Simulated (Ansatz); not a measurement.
SiO2:

```
Si O
1.0
    -2.62334    4.77675    4.44167
     2.62334   -4.77675    4.44167
     2.62334    4.77675   -4.44167
Si O
4 8
Direct
  0.26034 0.84494 0.41540
  0.07045 0.15506 0.91540
  0.73966 0.15506 0.58460
  0.92955 0.84494 0.08460
  0.50000 0.00000 0.50000
  0.00000 0.00000 0.00000
  0.79318 0.00000 0.29318
  0.20682 0.50000 0.20682
  0.20682 0.00000 0.70682
  0.79318 0.50000 0.79318
  0.86931 0.11931 0.75000
  0.13069 0.88069 0.25000
```

The cell comes from a database or a generator and needn't be the stable form of this composition.

A run of Ansatz 0.2.0 on this cell left the log below. Logs are shortened: lines on timing, memory, paths and dates and some standing lists are left out, and cuts for length are marked.

```text
Warning: RAYON_NUM_THREADS=4 ignored (pool sized by the plan → 4); use --threads N
Engine: ansatz 0.2.0, aarch64-unknown-linux-gnu
Pseudopotentials: kind: paw
Pseudopotential: Si, paw, valence charge 4, recommended cutoff 420 eV (normal), Si.paw.azcp
Pseudopotential: O, paw, valence charge 6, recommended cutoff 420 eV (normal), O.paw.azcp
Functional definition: PBE
  parameter kappa = 0.804
  parameter beta = 0.06672455060314922
  exchange = pbe_x(kappa = kappa, mu = beta*pi^2/3)
  correlation = pbe_c(beta = beta)
Crystal: 12 atoms, lattice volume = 222.635 Å³
Basis set: ecut = 500 eV, 5657 PW (Γ), exchange–correlation on 108×108×108 points (8 copies of the dense FFT grid, shifted against one another)
Bands: 44, of which v1, the nominal top of the filled ones, is band 32 counted from 1 (31 counted from 0)
Symmetry: 8 space group operations
Space group: Imma (ITA 74), of the structure as read, at distance tolerance 6.1e-5 Å
k-points: 46 of 216
Non-local potential: Si, projectors of the file, l = 0: 2, l = 1: 2, l = 2: 2
Non-local potential: O, projectors of the file, l = 0: 2, l = 1: 2, l = 2: 1
PAW form: soft (Blöchl's): semilocal exchange-correlation on the pseudo side does not see the compensation charge
PAW one-centre angular grid: Si, 110 points (default); XC on 64 Gauss nodes
PAW one-centre angular grid: O, 110 points (default); XC on 64 Gauss nodes
Initial density: superposition of atomic densities (neutral atoms: chi_scale 0, normalization atom), corrected by the library's trained network
Initial wavefunctions: pseudopotential atomic-orbital guess
[... 27 lines left out ...]
  E_aug_tail   = 0.008392  (compensation charges beyond the density's cutoff)
  E_ewald      = -1347.393053
  E_smearing   = -0.000000  (= −TS)
  E_closure    = -0.000000  (closes the sum)
  Σ components = -7096.260863   (vs F -7096.260863, Δ=0.00e0)
--- Forces (eV/Å), atoms counted from 1 ---
  atom   1  Si     0.00000000    -0.08640518    -0.04498851
  atom   2  Si     0.00000000    -0.08640518     0.04498851
  atom   3  Si     0.00000000     0.08640518     0.04498851
  atom   4  Si     0.00000000     0.08640518    -0.04498851
  atom   5  O      0.00000000     0.00000000     0.00000000
  atom   6  O      0.00000000     0.00000000     0.00000000
  atom   7  O      0.00000000    -0.30488719    -0.00000000
  atom   8  O      0.00000000     0.30488719     0.00000000
  atom   9  O      0.00000000     0.30488719    -0.00000000
  atom  10  O      0.00000000    -0.30488719     0.00000000
  atom  11  O      0.00000000     0.00000000    -0.25424900
  atom  12  O      0.00000000     0.00000000     0.25424900
  max |Σ_I F_I| component: 5.55e-17 eV/Å
--- Stress (GPa, compression-positive) ---
        3.443277       0.000000       0.000000
        0.000000       3.379771       0.000000
        0.000000       0.000000       3.478995
  P = ⅓ Tr σ = 3.4340 GPa (34.340 kbar)
--- Band table (eV; the first three rows and the last of 46) ---
  k-point 0: bands = ["-20.0213", "-19.1070", "-18.6457", "-18.5553", "-18.0267", "-17.9712", "-17.9595", "-17.9451", "-9.4460", "-9.0090", "-8.4213", "-6.3051", "-6.1726", "-6.1558", "-6.0875", "-5.6122", "-3.9565", "-3.6896", "-3.1250", "-3.0853", "-2.6359", "-2.6204", "-2.5745", "-2.5634", "-1.9743", "-1.9331", "-1.9330", "-1.7287", "-1.5614", "-1.2225", "-0.9329", "-0.5142", "4.9778", "8.0123", "8.1951", "8.4221", "8.6132", "8.7546", "9.0747", "9.4082", "9.4720", "9.8280", "9.9989", "10.2657"]
  k-point 1: bands = ["-19.9548", "-19.0622", "-18.8243", "-18.5310", "-18.0210", "-17.9684", "-17.9596", "-17.9464", "-9.4347", "-8.7187", "-8.4918", "-6.3060", "-6.2571", "-6.1737", "-6.0625", "-5.5965", "-3.9400", "-3.7343", "-3.2427", "-3.0244", "-2.7266", "-2.6032", "-2.5973", "-2.4896", "-2.0994", "-1.9631", "-1.9595", "-1.6637", "-1.5051", "-1.3991", "-0.8664", "-0.6736", "5.2896", "7.9966", "8.2547", "8.4756", "8.8204", "9.0936", "9.0973", "9.3334", "9.5484", "9.8088", "9.8639", "10.4842"]
  k-point 2: bands = ["-19.7640", "-19.1389", "-18.9387", "-18.6116", "-18.0074", "-17.9812", "-17.9488", "-17.9482", "-9.2729", "-8.6953", "-8.0812", "-6.7070", "-6.1753", "-6.1679", "-5.9702", "-5.6337", "-3.9221", "-3.8475", "-3.3029", "-3.0367", "-2.9046", "-2.6755", "-2.5299", "-2.3140", "-2.2084", "-2.0864", "-1.9326", "-1.8125", "-1.7358", "-1.1739", "-1.0282", "-0.8148", "6.1082", "7.9642", "8.4131", "8.4950", "8.6557", "8.8598", "9.3944", "9.5671", "9.9108", "9.9238", "10.1793", "10.1881"]
  k-point 45: bands = ["-19.6307", "-19.5802", "-19.1176", "-17.9820", "-17.9721", "-17.9699", "-17.9649", "-17.9488", "-10.4341", "-8.2185", "-7.2610", "-7.2289", "-6.4364", "-5.9824", "-5.7847", "-5.7678", "-3.8106", "-3.6848", "-3.3906", "-3.2824", "-2.8350", "-2.6646", "-2.5478", "-2.4321", "-2.2833", "-2.2276", "-2.0883", "-1.8471", "-1.0683", "-0.7479", "-0.7199", "-0.5369", "6.9942", "6.9947", "7.2497", "7.2846", "8.3255", "8.5464", "8.6398", "9.8746", "9.8919", "9.9306", "10.4728", "10.5295"]
```

Task: Write the input and the command behind it.

Result: Single point with PBE, no spin polarisation. The files as run (others can give the same):

input.yaml
```yaml
crystal:
  lattice:
    - [-2.62333646, 4.776753505, 4.441674725]
    - [2.62333646, -4.776753505, 4.441674725]
    - [2.62333646, 4.776753505, -4.441674725]
  atoms:
    - { symbol: Si, position: [0.26034098, 0.84494489, 0.41539609] }
    - { symbol: Si, position: [0.0704512, 0.15505511, 0.91539609] }
    - { symbol: Si, position: [0.73965902, 0.15505511, 0.58460391] }
    - { symbol: Si, position: [0.9295488, 0.84494489, 0.08460391] }
    - { symbol: O, position: [0.5, 0.0, 0.5] }
    - { symbol: O, position: [0.0, 0.0, 0.0] }
    - { symbol: O, position: [0.79317541, 0.0, 0.29317541] }
    - { symbol: O, position: [0.20682459, 0.5, 0.20682459] }
    - { symbol: O, position: [0.20682459, 0.0, 0.70682459] }
    - { symbol: O, position: [0.79317541, 0.5, 0.79317541] }
    - { symbol: O, position: [0.86931113, 0.11931113, 0.75] }
    - { symbol: O, position: [0.13068887, 0.88068887, 0.25] }
hamiltonian:
  xc: pbe
  pseudopotentials: { kind: paw }
kpoints:
  mp_grid: { grid: [6, 6, 6] }
scf:
  occupations: { method: fermi_dirac, width: 0.05 }
basis:
  ecutwfc: "500 eV"
output:
  forces: true
  stress: true
  eigenvalues: true
  write_density: true
  write_potential: true
  elf: true
  volumetric_format: npy
```

Potentials or basis: Ansatz PAW.
Run with:
```console
$ ansatz run input.yaml --threads 4 --pin off --max-ram 11264MiB --backend cpu --events-out ev --progress --plain --runs-dir out
```
